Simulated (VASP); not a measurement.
# Ir (R-3m) in VASP: notebook

One crystal, Ir, is run at these levels: r2SCAN; tasks: single point, relaxation of cell and atoms.

All numbers are computed with VASP 6.6.1; they aren't measurements. Logs are shortened: lines on timing, memory, paths and dates and some standing lists are left out, and cuts for length are marked.

## Step 1: The crystal as given

It takes space group R-3m (No. 166, trigonal). The conventional cell has a = 3.340 Å, b = 3.340 Å, c = 9.290 Å, α = 90.00°, β = 90.00°, γ = 120.00°. Ir (site symmetry 3m) has 3 Ir at 2.24 Å as nearest neighbours.

The cell was built by a generator and needn't be a form met in nature.

## Step 2: Single point, r2SCAN

The input, POSCAR:

```
Ir
1.0
    1.6699399464      0.9641402776      3.0967034164
   -1.6699399464      0.9641402776      3.0967034164
    0.0000000000     -1.9282805552      3.0967034164
Ir
2
Direct
    0.2275400000      0.2275400000      0.2275400000
    0.7724600000      0.7724600000      0.7724600000
```

The input, INCAR.step1:

```
PREC     = Accurate       # precision mode
ENCUT    = 520            # plane-wave cutoff, eV
ISMEAR   = 0              # smearing method
SIGMA    = 0.1            # smearing width, eV
LREAL    = False          # projectors in reciprocal space
LASPH    = True           # aspherical terms in the spheres
NELM     = 80             # most SCF steps
NBANDS   = 16             # bands
GGA      = PE             # functional
ALGO     = Normal         # electronic algorithm
EDIFF    = 1E-4           # SCF threshold, eV
LWAVE    = True           # write WAVECAR
LCHARG   = False          # write CHGCAR
```

The input, INCAR.step2:

```
PREC     = Accurate       # precision mode
ENCUT    = 520            # plane-wave cutoff, eV
EDIFF    = 1E-6           # SCF threshold, eV
ISMEAR   = 0              # smearing method
SIGMA    = 0.1            # smearing width, eV
LREAL    = False          # projectors in reciprocal space
LASPH    = True           # aspherical terms in the spheres
NELM     = 80             # most SCF steps
ALGO     = Normal         # electronic algorithm
ISIF     = 2              # what is computed and relaxed
LWAVE    = False          # write WAVECAR
LCHARG   = True           # write CHGCAR
METAGGA  = R2SCAN         # meta-GGA
LMIXTAU  = True         
LELF     = True           # ELF
LVHAR    = True         
NBANDS   = 16             # bands
ISTART   = 1
```

The input, KPOINTS:

```
Automatic mesh
0
Gamma
  6 6 6
```

Potentials or basis: VASP PAW PBE potentials, release 64 (Ir).

On the command line:

```console
$ cat potpaw_PBE.64/Ir/POTCAR > POTCAR
$ cp INCAR.step1 INCAR
$ mpirun -np 1 vasp_std > vasp.out
$ cp INCAR.step2 INCAR
$ mpirun -np 1 vasp_std > vasp.out
```

OUTCAR:

```text
PREC = Accurate
   ENCUT = 520
   EDIFF = 1E-6
   ISMEAR = 0
   LREAL = False
   LASPH = True
   NELM = 80
   ISIF = 2
   METAGGA = R2SCAN
   ISTART = 1

 ion  position               nearest neighbor table
   1  0.228  0.228  0.228-   2 2.24   2 2.24   2 2.24   2 2.75   2 2.75   2 2.75
   2  0.772  0.772  0.772-   1 2.24   1 2.24   1 2.24   1 2.75   1 2.75   1 2.75

  LATTYP: Found a trigonal (rhomboedric) cell.
 ALAT       =     3.6479909469
 COS(alpha) =     0.5808936906

  Lattice vectors:

 A1 = (   1.6699399464,   0.9641402776,   3.0967034164)
 A2 = (  -1.6699399464,   0.9641402776,   3.0967034164)
 A3 = (   0.0000000000,  -1.9282805552,   3.0967034164)

Analysis of symmetry for initial positions (statically):
=====================================================================
 Subroutine PRICEL returns:
 Original cell was already a primitive cell.

 Routine SETGRP: Setting up the symmetry group for a
 trigonal (rhombohedral) supercell.

 Subroutine GETGRP returns: Found 12 space group operations
 (whereof 12 operations were pure point group operations)
 out of a pool of 12 trial point group operations.

The static configuration has the point symmetry D_3d.

Analysis of symmetry for dynamics (positions and initial velocities):
=====================================================================
 Subroutine PRICEL returns:
 Original cell was already a primitive cell.

 Routine SETGRP: Setting up the symmetry group for a
 trigonal (rhombohedral) supercell.

 Subroutine GETGRP returns: Found 12 space group operations
 (whereof 12 operations were pure point group operations)
 out of a pool of 12 trial point group operations.

The dynamic configuration has the point symmetry D_3d.

 Subroutine INISYM returns: Found 12 space group operations
 (whereof 12 operations are pure point group operations),
 and found     1 'primitive' translations

----------------------------------------------------------------------------------------

                                     Primitive cell

  volume of cell :      29.9152

  direct lattice vectors                    reciprocal lattice vectors
     1.669939946  0.964140278  3.096703416     0.299411965  0.172865578  0.107641349
    -1.669939946  0.964140278  3.096703416    -0.299411965  0.172865578  0.107641349
     0.000000000 -1.928280555  3.096703416     0.000000000 -0.345731157  0.107641349

  length of vectors
     3.647990947  3.647990947  3.647990947     0.362100390  0.362100390  0.362100390
[... 81 lines left out ...]
   EDIFF  = 0.1E-05   stopping-criterion for ELM
   LREAL  =      F    real-space projection
   EDIFFG = 0.1E-04   stopping-criterion for IOM
   NSW    =      0    number of steps for IOM
   IBRION =     -1    ionic relax: 0-MD 1-quasi-New 2-CG
   NFREE  =      0    steps in history (QN), initial steepest desc. (CG)
   ISIF   =      2    stress and relaxation
   ISYM   =      2    0-nonsym 1-usesym 2-fastsym
   POTIM  = 0.5000    time-step for ionic-motion
   TEBEG  =    0.0;   TEEND  =   0.0 temperature during run
   PSTRESS=    0.0 pullay stress
   NELECT =      18.0000    total number of electrons
   NUPDOWN=      -1.0000    fix difference up-down
   EMIN   =  10.00;   EMAX   =-10.00  energy-range for DOS
   EFERMI =   0.00;   METHOD = LEGACY
   ISMEAR =     0;   SIGMA  =   0.10  broadening in eV -4-tet -1-fermi 0-gaus
   EFERMI_NEDOS =   21; number of points for ismear=-14 and -15
   IALGO  =     38    algorithm
   IMIX   =      4    mixing-type and parameters
     AMIX     =   0.40;   BMIX     =  1.00
     AMIX_MAG =   1.60;   BMIX_MAG =  1.00
  volume/ion in A,a.u.               =      14.96       100.94
  Fermi-wavevector in a.u.,A,eV,Ry     =   1.382086  2.611764 25.989322  1.910161
  Thomas-Fermi vector in A             =   2.506810
   LORBIT       =      0    0 simple, 1 ext, 2 COOP (PROOUT), +10 PAW based schemes
   METAGGA = R2SCAN    functional components
   LHFCALC =     F    Hartree Fock is set to
   AEXX    =    0.0000 exact exchange contribution
   IVDW    =     0    specifies the selected vdW correction
   LEPSILON=     F    determine dielectric tensor
   LRPA    =     F    only Hartree local field effects (RPA)
 non-spin polarized calculation
 Gauss-broadening in eV      SIGMA  =   0.10
  energy-cutoff  :      520.00
  volume of cell :       29.92
 maximum number of plane-waves:       828
   NGX = 13   NGY = 13   NGZ = 13

 number of electron      18.0000000 magnetization

 Free energy of the ion-electron system (eV)
  ---------------------------------------------------
  ext. energy  EPLUGINS =         0.00000000
  ---------------------------------------------------
  free energy    TOTEN  =      -101.08558098 eV

  energy without entropy =     -101.07691022  energy(sigma->0) =     -101.08124560

 E-fermi :   9.5654     XC(G=0): -14.5750

 val. band max:        9.5360870168   @ k =   0.3333   0.1667   0.1667
 cond. band min:       9.6145937886   @ k =   0.5000   0.5000   0.1667
 fundamental gap:      0.0785067718
 Fermi energy:         9.5653915577

 k-point     1 :       0.0000    0.0000    0.0000
  band No.  band energies     occupation
      1      -1.2744      2.00000
      2       1.8721      2.00000
      3       1.8721      2.00000
      4       2.4900      2.00000
      5       2.4900      2.00000
      6       2.4914      2.00000
[... 433 lines left out ...]
      3       2.9791      2.00000
      4       4.0570      2.00000
      5       4.2983      2.00000
      6       6.9364      2.00000
[... 8 lines left out ...]
     15      24.1486      0.00000
     16      26.6935      0.00000

 [... further k-points ...]

------------------------ aborting loop because EDIFF is reached ----------------------------------------

  FORCE on cell =-STRESS in cart. coord.  units (eV):
  Direction    XX          YY          ZZ          XY          YZ          ZX
  --------------------------------------------------------------------------------------
  -------------------------------------------------------------------------------------
  Total       15.0525367     15.0525367      8.4521020      0.0000000      0.0000000      0.0000000
  in kB      806.1731564    806.1731564    452.6717255      0.0000000      0.0000000      0.0000000
  external PRESSURE =     688.3393461 kB  Pullay stress =       0.0000000 kB

 VOLUME and BASIS-vectors are now :
 -----------------------------------------------------------------------------
  energy-cutoff  :      520.00
  volume of cell :       29.92
      direct lattice vectors                 reciprocal lattice vectors
     1.669939946  0.964140278  3.096703416     0.299411965  0.172865578  0.107641349
    -1.669939946  0.964140278  3.096703416    -0.299411965  0.172865578  0.107641349
     0.000000000 -1.928280555  3.096703416     0.000000000 -0.345731157  0.107641349

 POSITION                                       TOTAL-FORCE (eV/Angst)
 -----------------------------------------------------------------------------------
      0.00000      0.00000      2.11387         0.000000      0.000000      5.944586
      0.00000      0.00000      7.17624         0.000000      0.000000     -5.944586
 -----------------------------------------------------------------------------------
    total drift:                               -0.000000      0.000000     -0.000000

  FREE ENERGIE OF THE ION-ELECTRON SYSTEM (eV)
  ---------------------------------------------------
  free  energy   TOTEN  =      -101.0855809768 eV

  energy  without entropy=     -101.0769102191  energy(sigma->0) =     -101.08124560
```

OSZICAR.step1:

```text
N       E                     dE             d eps       ncg     rms          rms(c)
DAV:   1     0.150806724638E+03    0.15081E+03   -0.85843E+03  1024   0.113E+03
DAV:   2    -0.107145270222E+02   -0.16152E+03   -0.14496E+03  1024   0.307E+02
DAV:   3    -0.146363148188E+02   -0.39218E+01   -0.38741E+01  1360   0.578E+01
DAV:   4    -0.146794340102E+02   -0.43119E-01   -0.43107E-01  1208   0.518E+00
DAV:   5    -0.146806496731E+02   -0.12157E-02   -0.12156E-02  1408   0.915E-01    0.267E+01
DAV:   6    -0.141136263205E+02    0.56702E+00   -0.59394E-01  1320   0.933E+00    0.132E+01
DAV:   7    -0.139625945144E+02    0.15103E+00   -0.25749E-01  1352   0.546E+00    0.219E+00
DAV:   8    -0.139529887565E+02    0.96058E-02   -0.26888E-02  1232   0.191E+00    0.545E-01
DAV:   9    -0.139524181374E+02    0.57062E-03   -0.10609E-03  1248   0.337E-01    0.158E-01
DAV:  10    -0.139524096304E+02    0.85070E-05   -0.11489E-04   816   0.917E-02
   1 F= -.13952410E+02 E0= -.13947518E+02  d E =-.978418E-02
```

Run time: 38 s. Hardware: 1 thread of Intel Xeon 6975P-C (Granite Rapids), shared host; peak memory 0.16 GiB.

Results:

- Free energy: -101.0856 eV
- Pressure: 68.8 GPa
- Largest force: 5.945 eV/Å
- Band gap on the k mesh: none (metal or under the smearing width)

Forces in eV/Å, atoms in the order of the input:
```
Ir   0.000  0.000  5.945
Ir   0.000  0.000 -5.945
```

Levels at points of the mesh, in eV from the Fermi level:
```csv
k point,band 6,band 7,band 8,band 9,band 10,band 11,band 12,band 13
"(0.00, 0.00, 0.00)",-7.07,-0.69,1.32,1.32,3.51,3.51,10.48,11.64
"(0.50, 0.00, 0.00)",-4.19,-3.94,-2.66,-0.13,0.17,0.23,0.91,10.43
"(0.50, 0.50, 0.00)",-2.59,-2.07,-2.01,-1.30,0.50,3.27,4.78,5.95
"(0.50, 0.50, 0.50)",-5.62,-2.90,-1.07,-1.07,-0.41,-0.41,0.53,14.98
```

Caveat: the k mesh is coarse (spacing up to 0.38 Å⁻¹), so the values aren't converged; a pressure of tens of GPa on the cell as given is suspect, and the run, the potentials or the cell itself is likely at fault; the PAW data sets were made with another functional, which shifts forces and pressure a little.

## Step 3: Single point, r2SCAN

This run uses another cell than the first one, of 16.69 Å³/atom, 1.116 times its volume.

The input, POSCAR:

```
Ir
1.0
    1.7841745846      1.0300936767      3.0262198157
   -1.7841745846      1.0300936767      3.0262198157
    0.0000000000     -2.0601873534      3.0262198157
Ir
2
Direct
    0.2445252133      0.2445252133      0.2445252133
    0.7554747867      0.7554747867      0.7554747867
```

The input, INCAR.step1:

```
SYSTEM = Ir
  ALGO = Normal
  EDIFF = 1E-4
  ENCUT = 520
  GGA = PE
  ISMEAR = 0
  LASPH = .TRUE.
  LCHARG = .FALSE.
  LREAL = .FALSE.
  LWAVE = .TRUE.
  NBANDS = 16
  NELM = 80
  PREC = Accurate
  SIGMA = 0.1
```

The input, INCAR.step2:

```
SYSTEM = Ir
  ALGO = Normal
  EDIFF = 1E-6
  ENCUT = 520
  ISIF = 2
  ISMEAR = 0
  ISTART = 1
  LASPH = .TRUE.
  LCHARG = .TRUE.
  LELF = .TRUE.
  LMIXTAU = .TRUE.
  LREAL = .FALSE.
  LVHAR = .TRUE.
  LWAVE = .FALSE.
  METAGGA = R2SCAN
  NBANDS = 16
  NELM = 80
  PREC = Accurate
  SIGMA = 0.1
```

The input, KPOINTS:

```
k-points
0
G
  6 6 6
  0 0 0
```

Potentials or basis: VASP PAW PBE potentials, release 64 (Ir).

On the command line:

```console
$ cat potpaw_PBE.64/Ir/POTCAR > POTCAR
$ cp INCAR.step1 INCAR
$ mpirun -np 1 vasp_std > vasp.out
$ cp INCAR.step2 INCAR
$ mpirun -np 1 vasp_std > vasp.out
```

OUTCAR:

```text
SYSTEM = Ir
   EDIFF = 1E-6
   ENCUT = 520
   ISIF = 2
   ISMEAR = 0
   ISTART = 1
   LASPH = .TRUE.
   LREAL = .FALSE.
   METAGGA = R2SCAN
   NELM = 80
   PREC = Accurate

 ion  position               nearest neighbor table
   1  0.245  0.245  0.245-   2 2.50   2 2.50   2 2.50   2 2.62   2 2.62   2 2.62
   2  0.755  0.755  0.755-   1 2.50   1 2.50   1 2.50   1 2.62   1 2.62   1 2.62

  LATTYP: Found a trigonal (rhomboedric) cell.
 ALAT       =     3.6609258807
 COS(alpha) =     0.5249680503

  Lattice vectors:

 A1 = (   1.7841745846,   1.0300936767,   3.0262198157)
 A2 = (  -1.7841745846,   1.0300936767,   3.0262198157)
 A3 = (   0.0000000000,  -2.0601873534,   3.0262198157)

Analysis of symmetry for initial positions (statically):
=====================================================================
 Subroutine PRICEL returns:
 Original cell was already a primitive cell.

 Routine SETGRP: Setting up the symmetry group for a
 trigonal (rhombohedral) supercell.

 Subroutine GETGRP returns: Found 12 space group operations
 (whereof 12 operations were pure point group operations)
 out of a pool of 12 trial point group operations.

The static configuration has the point symmetry D_3d.

Analysis of symmetry for dynamics (positions and initial velocities):
=====================================================================
 Subroutine PRICEL returns:
 Original cell was already a primitive cell.

 Routine SETGRP: Setting up the symmetry group for a
 trigonal (rhombohedral) supercell.

 Subroutine GETGRP returns: Found 12 space group operations
 (whereof 12 operations were pure point group operations)
 out of a pool of 12 trial point group operations.

The dynamic configuration has the point symmetry D_3d.

 Subroutine INISYM returns: Found 12 space group operations
 (whereof 12 operations are pure point group operations),
 and found     1 'primitive' translations

[... 115 lines left out ...]
  volume/ion in A,a.u.               =      16.69       112.60
  Fermi-wavevector in a.u.,A,eV,Ry     =   1.332633  2.518310 24.162714  1.775909
  Thomas-Fermi vector in A             =   2.461552
   LORBIT       =      0    0 simple, 1 ext, 2 COOP (PROOUT), +10 PAW based schemes
   METAGGA = R2SCAN    functional components
   LHFCALC =     F    Hartree Fock is set to
   AEXX    =    0.0000 exact exchange contribution
   IVDW    =     0    specifies the selected vdW correction
   LEPSILON=     F    determine dielectric tensor
   LRPA    =     F    only Hartree local field effects (RPA)
 non-spin polarized calculation
 Gauss-broadening in eV      SIGMA  =   0.10
  energy-cutoff  :      520.00
  volume of cell :       33.37
 maximum number of plane-waves:       914
   NGX = 13   NGY = 13   NGZ = 13

 number of electron      18.0000000 magnetization

 Free energy of the ion-electron system (eV)
  ---------------------------------------------------
  ext. energy  EPLUGINS =         0.00000000
  ---------------------------------------------------
  free energy    TOTEN  =      -102.64029465 eV

  energy without entropy =     -102.62588184  energy(sigma->0) =     -102.63308825

 E-fermi :   7.4673     XC(G=0): -13.8809

 val. band max:        7.4581526275   @ k =   0.3333   0.3333   0.3333
 cond. band min:       7.4948900896   @ k =   0.5000  -0.0000  -0.0000
 fundamental gap:      0.0367374621
 Fermi energy:         7.4672576900

 k-point     1 :       0.0000    0.0000    0.0000
  band No.  band energies     occupation
      1      -2.0091      2.00000
      2       1.1751      2.00000
      3       1.1751      2.00000
      4       1.8680      2.00000
      5       2.0928      2.00000
      6       2.0928      2.00000
[... 433 lines left out ...]
      3       2.2327      2.00000
      4       3.0489      2.00000
      5       3.5350      2.00000
      6       6.0565      2.00000
[... 8 lines left out ...]
     15      22.0118      0.00000
     16      23.9633      0.00000

 [... further k-points ...]

------------------------ aborting loop because EDIFF is reached ----------------------------------------

  FORCE on cell =-STRESS in cart. coord.  units (eV):
  Direction    XX          YY          ZZ          XY          YZ          ZX
  --------------------------------------------------------------------------------------
  -------------------------------------------------------------------------------------
  Total        0.3322725      0.3322725      0.2819510      0.0000000     -0.0000000     -0.0000000
  in kB       15.9528836     15.9528836     13.5368734      0.0000000     -0.0000000     -0.0000000
  external PRESSURE =      15.1475469 kB  Pullay stress =       0.0000000 kB

 VOLUME and BASIS-vectors are now :
 -----------------------------------------------------------------------------
  energy-cutoff  :      520.00
  volume of cell :       33.37
      direct lattice vectors                 reciprocal lattice vectors
     1.784174585  1.030093677  3.026219816     0.280241633  0.161797583  0.110148421
    -1.784174585  1.030093677  3.026219816    -0.280241633  0.161797583  0.110148421
     0.000000000 -2.060187353  3.026219816     0.000000000 -0.323595165  0.110148421

 POSITION                                       TOTAL-FORCE (eV/Angst)
 -----------------------------------------------------------------------------------
      0.00000      0.00000      2.21996         0.000000     -0.000000      0.050744
      0.00000      0.00000      6.85870         0.000000      0.000000     -0.050744
 -----------------------------------------------------------------------------------
    total drift:                                0.000000     -0.000000      0.000000

  FREE ENERGIE OF THE ION-ELECTRON SYSTEM (eV)
  ---------------------------------------------------
  free  energy   TOTEN  =      -102.6402946468 eV

  energy  without entropy=     -102.6258818443  energy(sigma->0) =     -102.63308825
```

OUTCAR.step1:

```text
SYSTEM = Ir
   EDIFF = 1E-4
   ENCUT = 520
   GGA = PE
   ISMEAR = 0
   LASPH = .TRUE.
   LREAL = .FALSE.
[... 678 lines left out ...]
      0.00000      0.00000      2.21996         0.000000     -0.000000      0.144673
      0.00000      0.00000      6.85870         0.000000      0.000000     -0.144673
 -----------------------------------------------------------------------------------
    total drift:                                0.000000     -0.000000      0.000000

  FREE ENERGIE OF THE ION-ELECTRON SYSTEM (eV)
  ---------------------------------------------------
  free  energy   TOTEN  =       -15.6525652207 eV

  energy  without entropy=      -15.6365363491  energy(sigma->0) =      -15.64455078
```

OSZICAR.step1:

```text
N       E                     dE             d eps       ncg     rms          rms(c)
DAV:   1     0.142028100634E+03    0.14203E+03   -0.82600E+03  1024   0.110E+03
DAV:   2    -0.122541034761E+02   -0.15428E+03   -0.13704E+03  1024   0.296E+02
DAV:   3    -0.164026646002E+02   -0.41486E+01   -0.40729E+01  1344   0.576E+01
DAV:   4    -0.164447049065E+02   -0.42040E-01   -0.42032E-01  1216   0.508E+00
DAV:   5    -0.164458469404E+02   -0.11420E-02   -0.11420E-02  1384   0.875E-01    0.165E+01
DAV:   6    -0.157475747040E+02    0.69827E+00   -0.10167E+00  1304   0.125E+01    0.705E+00
DAV:   7    -0.156612824740E+02    0.86292E-01   -0.17755E-01  1328   0.458E+00    0.230E+00
DAV:   8    -0.156543205782E+02    0.69619E-02   -0.13018E-02  1136   0.129E+00    0.101E+00
DAV:   9    -0.156525524818E+02    0.17681E-02   -0.56988E-04  1216   0.230E-01    0.535E-02
DAV:  10    -0.156525652207E+02   -0.12739E-04   -0.28359E-05   648   0.404E-02
   1 F= -.15652565E+02 E0= -.15644551E+02  d E =-.160289E-01
```

Run time: 32 s. Hardware: 1 thread of Intel Xeon 6975P-C (Granite Rapids), shared host; peak memory 0.17 GiB.

What came out:

* Free energy: -102.6403 eV
* Pressure: 1.5 GPa
* Largest force: 0.051 eV/Å
* Band gap on the k mesh: none (metal or under the smearing width)

Forces in eV/Å, atoms in the order of the input:
```
Ir   0.000  0.000  0.051
Ir   0.000  0.000 -0.051
```

Caveat: the PAW data sets were made with another functional, which shifts forces and pressure a little.

[end of part 1 of 2]
